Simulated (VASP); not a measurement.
# Al (Fm-3m) in VASP: settings compared

Aim: see how the results for Al move with the level of theory and the settings. Levels: PBE, PBEsol+D4, PBEsol+rVV10, RPBE+D3, RPBE+D3(BJ). Tasks: single point, relaxation of cell and atoms.

All numbers are computed with VASP 6.6.1; they aren't measurements. Logs are shortened: lines on timing, memory, paths and dates and some standing lists are left out, and cuts for length are marked.

## Step 1: Starting point

The structure is cubic, space group Fm-3m (No. 225). Conventional cell: a = 4.050 Å, b = 4.050 Å, c = 4.050 Å, α = 90.00°, β = 90.00°, γ = 90.00°. Al (site symmetry m-3m) has 12 Al at 2.86 Å as nearest neighbours.

## Step 2: Single point, PBE

INCAR reads:

```
SYSTEM = Al
ALGO = Normal
EDIFF = 1E-6
ENCUT = 520
GGA = PE
ISIF = 2
ISMEAR = 0
LASPH = .True.
LCHARG = .True.
LELF = .True.
LREAL = .False.
LVHAR = .True.
LWAVE = .False.
NBANDS = 8
NELM = 80
PREC = Accurate
SIGMA = 0.026000000000000002
```

KPOINTS reads:

```
k-points
0
Gamma
  11 11 11
  0 0 0
```

POSCAR reads:

```
Al
1.0
    0.0000000000      2.0248050000      2.0248050000
    2.0248050000      0.0000000000      2.0248050000
    2.0248050000      2.0248050000      0.0000000000
Al
1
Direct
    0.0000000000      0.0000000000      0.0000000000
```

Potentials or basis: VASP PAW PBE potentials, release 64 (Al).

Run with:

```
$ cat potpaw_PBE.64/Al/POTCAR > POTCAR
$ mpirun -np 1 vasp_std > vasp.out
```

OUTCAR:

```text
SYSTEM = Al
   EDIFF = 1E-6
   ENCUT = 520
   GGA = PE
   ISIF = 2
   ISMEAR = 0
   LASPH = .True.
   LREAL = .False.
   NELM = 80
   PREC = Accurate

 ion  position               nearest neighbor table
   1  0.000  0.000  0.000-

  LATTYP: Found a face centered cubic cell.
 ALAT       =     4.0496100000

  Lattice vectors:

 A1 = (   0.0000000000,   2.0248050000,   2.0248050000)
 A2 = (   2.0248050000,   0.0000000000,   2.0248050000)
 A3 = (   2.0248050000,   2.0248050000,   0.0000000000)

Analysis of symmetry for initial positions (statically):
=====================================================================
 Subroutine PRICEL returns:
 Original cell was already a primitive cell.

 Routine SETGRP: Setting up the symmetry group for a
 face centered cubic supercell.

 Subroutine GETGRP returns: Found 48 space group operations
 (whereof 48 operations were pure point group operations)
 out of a pool of 48 trial point group operations.

The static configuration has the point symmetry O_h .

Analysis of symmetry for dynamics (positions and initial velocities):
=====================================================================
 Subroutine PRICEL returns:
 Original cell was already a primitive cell.

 Routine SETGRP: Setting up the symmetry group for a
 face centered cubic supercell.

 Subroutine GETGRP returns: Found 48 space group operations
 (whereof 48 operations were pure point group operations)
 out of a pool of 48 trial point group operations.

The dynamic configuration has the point symmetry O_h .

 Subroutine INISYM returns: Found 48 space group operations
 (whereof 48 operations are pure point group operations),
 and found     1 'primitive' translations

----------------------------------------------------------------------------------------

                                     Primitive cell

  volume of cell :      16.6027

  direct lattice vectors                    reciprocal lattice vectors
     0.000000000  2.024805000  2.024805000    -0.246937359  0.246937359  0.246937359
     2.024805000  0.000000000  2.024805000     0.246937359 -0.246937359  0.246937359
     2.024805000  2.024805000  0.000000000     0.246937359  0.246937359 -0.246937359

  length of vectors
     2.863506692  2.863506692  2.863506692     0.427708053  0.427708053  0.427708053

  position of ions in fractional coordinates (direct lattice)
     0.000000000  0.000000000  0.000000000

  ion indices of the primitive-cell ions
   primitive index   ion index
                 1           1

----------------------------------------------------------------------------------------

 KPOINTS: k-points

Automatic generation of k-mesh.
 Grid dimensions read from file:
 generate k-points for:   11   11   11

 Generating k-lattice:

  Cartesian coordinates                     Fractional coordinates (reciprocal lattice)
    -0.022448851  0.022448851  0.022448851     0.090909091  0.000000000  0.000000000
     0.022448851 -0.022448851  0.022448851     0.000000000  0.090909091  0.000000000
     0.022448851  0.022448851 -0.022448851     0.000000000  0.000000000  0.090909091

  Length of vectors
     0.038882550  0.038882550  0.038882550

  Shift w.r.t. Gamma in fractional coordinates (k-lattice)
     0.000000000  0.000000000  0.000000000

 Subroutine IBZKPT returns following result:
 ===========================================

 Found     56 irreducible k-points:

 Following reciprocal coordinates:
            Coordinates               Weight
  0.000000  0.000000  0.000000      1.000000
  0.090909  0.000000  0.000000      8.000000
  0.181818  0.000000  0.000000      8.000000
  0.272727  0.000000  0.000000      8.000000
  0.363636  0.000000  0.000000      8.000000
  0.454545  0.000000  0.000000      8.000000
[... 16 lines left out ...]
 -0.272727  0.181818  0.000000     24.000000
 -0.181818  0.181818  0.000000     12.000000
 [... further k-points ...]
   k-points           NKPTS =     56   k-points in BZ     NKDIM =     56   number of bands    NBANDS=      8
   number of dos      NEDOS =    301   number of ions     NIONS =      1
   total plane-waves  NPLWV =  13824
   dimension x,y,z NGX =    24 NGY =   24 NGZ =   24
   dimension x,y,z NGXF=    48 NGYF=   48 NGZF=   48
   ions per type =               1
   NGX,Y,Z   is equivalent  to a cutoff of  13.93, 13.93, 13.93 a.u.
   NGXF,Y,Z  is equivalent  to a cutoff of  27.87, 27.87, 27.87 a.u.
 SYSTEM =  Al
   PREC   = accura    normal or accurate (medium, high low for compatibility)
   ISTART =      0    job   : 0-new  1-cont  2-samecut
   ICHARG =      2    charge: 1-file 2-atom 10-const
   ISPIN  =      1    spin polarized calculation?
   LNONCOLLINEAR =      F non collinear calculations
   LSORBIT =      F    spin-orbit coupling
   LASPH  =      T    aspherical Exc in radial PAW
   ENCUT  =  520.0 eV  38.22 Ry    6.18 a.u.   5.32  5.32  5.32*2*pi/ulx,y,z
   NELM   =     80;   NELMIN=  2; NELMDL= -5     # of ELM steps
   EDIFF  = 0.1E-05   stopping-criterion for ELM
   LREAL  =      F    real-space projection
[... 7 lines left out ...]
   TEBEG  =    0.0;   TEEND  =   0.0 temperature during run
   PSTRESS=    0.0 pullay stress
   NELECT =       3.0000    total number of electrons
   NUPDOWN=      -1.0000    fix difference up-down
   EMIN   =  10.00;   EMAX   =-10.00  energy-range for DOS
   EFERMI =   0.00;   METHOD = LEGACY
   ISMEAR =     0;   SIGMA  =   0.03  broadening in eV -4-tet -1-fermi 0-gaus
   EFERMI_NEDOS =   21; number of points for ismear=-14 and -15
   IALGO  =     38    algorithm
   IMIX   =      4    mixing-type and parameters
     AMIX     =   0.40;   BMIX     =  1.00
     AMIX_MAG =   1.60;   BMIX_MAG =  1.00
  volume/ion in A,a.u.               =      16.60       112.04
  Fermi-wavevector in a.u.,A,eV,Ry     =   0.925526  1.748991 11.654733  0.856599
  Thomas-Fermi vector in A             =   2.051390
   LORBIT       =      0    0 simple, 1 ext, 2 COOP (PROOUT), +10 PAW based schemes
   GGA     = PE    functional components
   LHFCALC =     F    Hartree Fock is set to
   AEXX    =    0.0000 exact exchange contribution
   IVDW    =     0    specifies the selected vdW correction
   LEPSILON=     F    determine dielectric tensor
   LRPA    =     F    only Hartree local field effects (RPA)
 non-spin polarized calculation
 Gauss-broadening in eV      SIGMA  =   0.03
  energy-cutoff  :      520.00
  volume of cell :       16.60
 maximum number of plane-waves:       459
 NGX is ok and might be reduce to    24
   NGX = 11   NGY = 11   NGZ = 11

 number of electron       3.0000000 magnetization

 Free energy of the ion-electron system (eV)
  ---------------------------------------------------
  ext. energy  EPLUGINS =         0.00000000
  ---------------------------------------------------
  free energy    TOTEN  =        -3.75283171 eV

  energy without entropy =       -3.75221330  energy(sigma->0) =       -3.75252251

 E-fermi :   7.9564     XC(G=0): -10.1744

 val. band max:        7.9412753544   @ k =  -0.4545   0.3636   0.0000
 cond. band min:       7.9682272944   @ k =   0.4545   0.1818   0.0909
 fundamental gap:      0.0269519400
 Fermi energy:         7.9563572514

 k-point     1 :       0.0000    0.0000    0.0000
  band No.  band energies     occupation
      1      -3.1564      2.00000
      2      20.5199      0.00000
      3      20.5199      0.00000
      4      20.5199      0.00000
      5      21.9650      0.00000
      6      21.9650      0.00000
      7      21.9650      0.00000
      8      24.3555      0.00000

 k-point     2 :       0.0909    0.0000    0.0000
  band No.  band energies     occupation
      1      -2.9327      2.00000
      2      17.5989      0.00000
      3      19.8716      0.00000
      4      19.8716      0.00000
      5      22.6427      0.00000
      6      22.9514      0.00000
      7      22.9514      0.00000
      8      26.1757      0.00000

 k-point     3 :       0.1818    0.0000    0.0000
  band No.  band energies     occupation
      1      -2.2639      2.00000
      2      13.9564      0.00000
      3      19.1382      0.00000
      4      19.1382      0.00000
      5      22.4112      0.00000
      6      23.7742      0.00000
      7      23.7742      0.00000
      8      25.2902      0.00000

 k-point     4 :       0.2727    0.0000    0.0000
  band No.  band energies     occupation
      1      -1.1560      2.00000
      2      10.5342      0.00000
      3      18.7293      0.00000
      4      18.7293      0.00000
      5      22.2000      0.00000
      6      22.2324      0.00000
      7      22.2324      0.00000
      8      26.2197      0.00000

 k-point     5 :       0.3636    0.0000    0.0000
  band No.  band energies     occupation
      1       0.3809      2.00000
      2       7.4339      2.00000
      3      18.6853      0.00000
      4      18.6853      0.00000
      5      20.8046      0.00000
      6      20.8046      0.00000
      7      22.2713      0.00000
      8      24.7327      0.00000
[... 177 lines left out ...]
 k-point    22 :      -0.3636    0.1818    0.0000
  band No.  band energies     occupation
      1       2.4037      2.00000
      2       6.2943      2.00000
      3      12.5985      0.00000
      4      16.9586      0.00000
      5      18.8524      0.00000
      6      23.3355      0.00000
      7      25.9464      0.00000
      8      28.8951      0.00000

 k-point    23 :      -0.2727    0.1818    0.0000
  band No.  band energies     occupation
      1       0.5989      2.00000
      2       9.0786      0.00000
      3      12.4610      0.00000
      4      18.1724      0.00000
      5      20.1508      0.00000
      6      23.1106      0.00000
      7      25.5020      0.00000
      8      26.0372      0.00000

 k-point    24 :      -0.1818    0.1818    0.0000
  band No.  band energies     occupation
      1      -0.7886      2.00000
      2      11.7511      0.00000
      3      13.1866      0.00000
      4      19.7506      0.00000
      5      21.7727      0.00000
      6      22.8295      0.00000
      7      23.9313      0.00000
      8      24.8734      0.00000

 [... further k-points ...]

------------------------ aborting loop because EDIFF is reached ----------------------------------------

  FORCE on cell =-STRESS in cart. coord.  units (eV):
  Direction    XX          YY          ZZ          XY          YZ          ZX
  --------------------------------------------------------------------------------------
  -------------------------------------------------------------------------------------
  Total       -0.0534563     -0.0534563     -0.0534563      0.0000000      0.0000000      0.0000000
  in kB       -5.1585749     -5.1585749     -5.1585749      0.0000000      0.0000000      0.0000000
  external PRESSURE =      -5.1585749 kB  Pullay stress =       0.0000000 kB

 VOLUME and BASIS-vectors are now :
 -----------------------------------------------------------------------------
  energy-cutoff  :      520.00
  volume of cell :       16.60
      direct lattice vectors                 reciprocal lattice vectors
     0.000000000  2.024805000  2.024805000    -0.246937359  0.246937359  0.246937359
     2.024805000  0.000000000  2.024805000     0.246937359 -0.246937359  0.246937359
     2.024805000  2.024805000  0.000000000     0.246937359  0.246937359 -0.246937359

 POSITION                                       TOTAL-FORCE (eV/Angst)
 -----------------------------------------------------------------------------------
      0.00000      0.00000      0.00000        -0.000000     -0.000000     -0.000000
 -----------------------------------------------------------------------------------
    total drift:                                0.000000      0.000000     -0.000000

  FREE ENERGIE OF THE ION-ELECTRON SYSTEM (eV)
  ---------------------------------------------------
  free  energy   TOTEN  =        -3.7528317108 eV

  energy  without entropy=       -3.7522133028  energy(sigma->0) =       -3.75252251
```

Run time: 10 s. Hardware: 1 thread of AMD EPYC 7R43 (Zen 3), shared host; peak memory 0.09 GiB.

What came out:

| Quantity | Value |
| --- | --- |
| Free energy | -3.7528 eV |
| Pressure | -0.5 GPa |
| Band gap on the k mesh | none (metal or under the smearing width) |

Levels at points of the mesh, in eV from the Fermi level:
| k point | band 1 | band 2 | band 3 | band 4 | band 5 | band 6 |
| --- | --- | --- | --- | --- | --- | --- |
| (0.00, 0.00, 0.00) | -11.11 | 12.56 | 12.56 | 12.56 | 14.01 | 14.01 |

## Step 3: Relaxation of cell and atoms, PBEsol+D4

INCAR reads:

```
SYSTEM = Al
PREC = Accurate
ENCUT = 600
EDIFF = 1E-6
ISMEAR = -1
SIGMA = 0.05
LREAL = .FALSE.
LASPH = .TRUE.
NELM = 60
ALGO = Fast
ISIF = 3
LWAVE = .FALSE.
LCHARG = .FALSE.
GGA = PS
IVDW = 13
IBRION = 2
NSW = 40
EDIFFG = -0.005
```

KPOINTS reads:

```
Automatic mesh
0
G
  11 11 11
  0 0 0
```

POSCAR is that of step 2.

Potentials or basis: VASP PAW PBE potentials, release 64 (Al).

Run with:

```
$ cat potpaw_PBE.64/Al/POTCAR > POTCAR
$ mpirun -np 1 vasp_std > vasp.out
```

OUTCAR:

```text
SYSTEM = Al
   PREC = Accurate
   ENCUT = 600
   EDIFF = 1E-6
   ISMEAR = -1
   LREAL = .FALSE.
   LASPH = .TRUE.
   NELM = 60
   ISIF = 3
   GGA = PS
   IVDW = 13
   IBRION = 2
   NSW = 40
   EDIFFG = -0.005

 ion  position               nearest neighbor table
   1  0.000  0.000  0.000-

  LATTYP: Found a face centered cubic cell.
 ALAT       =     4.0496100000

  Lattice vectors:

 A1 = (   0.0000000000,   2.0248050000,   2.0248050000)
 A2 = (   2.0248050000,   0.0000000000,   2.0248050000)
 A3 = (   2.0248050000,   2.0248050000,   0.0000000000)

Analysis of symmetry for initial positions (statically):
=====================================================================
 Subroutine PRICEL returns:
 Original cell was already a primitive cell.

 Routine SETGRP: Setting up the symmetry group for a
 face centered cubic supercell.

 Subroutine GETGRP returns: Found 48 space group operations
 (whereof 48 operations were pure point group operations)
 out of a pool of 48 trial point group operations.

The static configuration has the point symmetry O_h .

Analysis of symmetry for dynamics (positions and initial velocities):
=====================================================================
 Subroutine PRICEL returns:
 Original cell was already a primitive cell.

[... 143 lines left out ...]

--------------------------------------- Ionic step        1  -------------------------------------------

 number of electron       3.0000000 magnetization

 Free energy of the ion-electron system (eV)
  ---------------------------------------------------
  ext. energy  EPLUGINS =         0.00000000
  ---------------------------------------------------
  free energy    TOTEN  =        -4.09962366 eV

  energy without entropy =       -4.09562720  energy(sigma->0) =       -4.09762543

------------------------ aborting loop because EDIFF is reached ----------------------------------------

  DFT-D4 for vdW energy calculation

  Edisp (eV):   -0.19888
[... 69 lines left out ...]
--------------------------------------- Ionic step        3  -------------------------------------------

 number of electron       3.0000000 magnetization

 Free energy of the ion-electron system (eV)
  ---------------------------------------------------
  ext. energy  EPLUGINS =         0.00000000
  ---------------------------------------------------
  free energy    TOTEN  =        -4.09971820 eV

  energy without entropy =       -4.09582273  energy(sigma->0) =       -4.09777046

 E-fermi :   8.3720     XC(G=0): -10.4040

 val. band max:        8.3383342047   @ k =  -0.4545   0.3636   0.0000
 cond. band min:       8.4041968152   @ k =   0.4545   0.1818   0.0909
 fundamental gap:      0.0658626104
 Fermi energy:         8.3720455860

 k-point     1 :       0.0000    0.0000    0.0000
  band No.  band energies     occupation
      1      -3.0362      2.00000
      2      21.1919      0.00000
      3      21.1919      0.00000
      4      21.1919      0.00000
      5      22.9927      0.00000
[... 177 lines left out ...]
 k-point    24 :      -0.1818    0.1818    0.0000
  band No.  band energies     occupation
      1      -0.5971      2.00000
      2      12.2522      0.00000
      3      13.8285      0.00000
      4      20.5568      0.00000
      5      22.6153      0.00000

 [... further k-points ...]

------------------------ aborting loop because EDIFF is reached ----------------------------------------

  DFT-D4 for vdW energy calculation

  Edisp (eV):   -0.20781
[... 24 lines left out ...]
  FREE ENERGIE OF THE ION-ELECTRON SYSTEM (eV)
  ---------------------------------------------------
  free  energy   TOTEN  =        -4.3075261013 eV

  energy  without entropy=       -4.3036306354  energy(sigma->0) =       -4.30557837

 reached required accuracy - stopping structural energy minimisation
```

Wall time 15 s (1 thread of AMD EPYC 7R43 (Zen 3), shared host); peak memory 0.1 GiB.

Results:

* Free energy: -4.3075 eV
* Relaxed volume: 15.85 Å³/atom
* Relaxed cell: a = 2.820 Å, b = 2.820 Å, c = 2.820 Å, α = 60.00°, β = 60.00°, γ = 60.00°
* Space group after relaxing (to 0.05 Å): Fm-3m (No. 225)
* Energy gained by relaxing: 9.0 meV/atom
* Ionic steps: 3
* Pressure after relaxing: 0.0 GPa
* Band gap on the k mesh: none (metal or under the smearing width)
* Dispersion energy per atom: -0.208 eV

The path:
```
step  energy change (eV)  largest force (eV/Å)  pressure (GPa)  volume (Å³)
   1              0.0000                0.0000           -3.70        16.60
   2             -0.0086                0.0000            0.88        15.70
   3             -0.0090                0.0000            0.01        15.85
```

Final structure:
```
CELL_PARAMETERS angstrom
0.00000 1.99377 1.99377
1.99377 0.00000 1.99377
1.99377 1.99377 0.00000
ATOMIC_POSITIONS crystal
Al 0.00000 0.00000 0.00000
```

Levels at points of the mesh, in eV from the Fermi level:
```tsv
k point	band 1	band 2	band 3	band 4	band 5
(0.00, 0.00, 0.00)	-11.41	12.82	12.82	12.82	14.62
```

Caveat: the PAW data sets were made with another functional, which shifts forces and pressure a little; pairwise dispersion overbinds metals, which lowers pressure and volume.

## Step 4: Relaxation of cell and atoms, PBEsol+rVV10

INCAR reads:

```
SYSTEM = Al
PREC = Accurate
ENCUT = 600
EDIFF = 1E-6
ISMEAR = -1
SIGMA = 0.05
LREAL = .False.
LASPH = .True.
NELM = 100
ALGO = Normal
ISIF = 3
LWAVE = .False.
LCHARG = .False.
GGA = PS
LUSE_VDW = .True.
IVDW_NL = 2
BPARAM = 20.0
CPARAM = 0.0093
IBRION = 2
NSW = 40
EDIFFG = -0.01
```

KPOINTS reads:

```
Automatic mesh
0
Gamma
  11 11 11
  0 0 0
```

POSCAR is that of step 3.

Run with:

```
$ cat potpaw_PBE.64/Al/POTCAR > POTCAR
$ mpirun -np 1 vasp_std > vasp.out
```

Wall time 43 s (1 thread of AMD EPYC 7R43 (Zen 3), shared host); peak memory 0.17 GiB.

The run converged. Its results:

```
Free energy                            : -4.0709 eV
Relaxed volume                         : 16.19 Å³/atom
Relaxed cell                           : a = 2.840 Å, b = 2.840 Å, c = 2.840 Å, α = 60.00°, β = 60.00°, γ = 60.00°
Space group after relaxing (to 0.05 Å) : Fm-3m (No. 225)
Energy gained by relaxing              : 2.6 meV/atom
Ionic steps                            : 3
Pressure after relaxing                : 0.0 GPa
Band gap on the k mesh                 : none (metal or under the smearing width)
```

The path:
```
step  energy change (eV)  largest force (eV/Å)  pressure (GPa)  volume (Å³)
   1              0.0000                0.0000           -2.00        16.60
   2             -0.0025                0.0000            0.42        16.11
   3             -0.0026                0.0000            0.00        16.19
```

Final structure:
```
Al
1.0
     0.00000    2.00786    2.00786
     2.00786    0.00000    2.00786
     2.00786    2.00786    0.00000
Al
1
Direct
  0.00000 0.00000 0.00000
```

Levels at points of the mesh, in eV from the Fermi level:
```csv
k point,band 1,band 2,band 3,band 4
"(0.00, 0.00, 0.00)",-11.27,12.70,12.70,12.70
```

Caveat: the PAW data sets were made with another functional, which shifts forces and pressure a little; pairwise dispersion overbinds metals, which lowers pressure and volume.

(Part 1 of 2 ends here.)
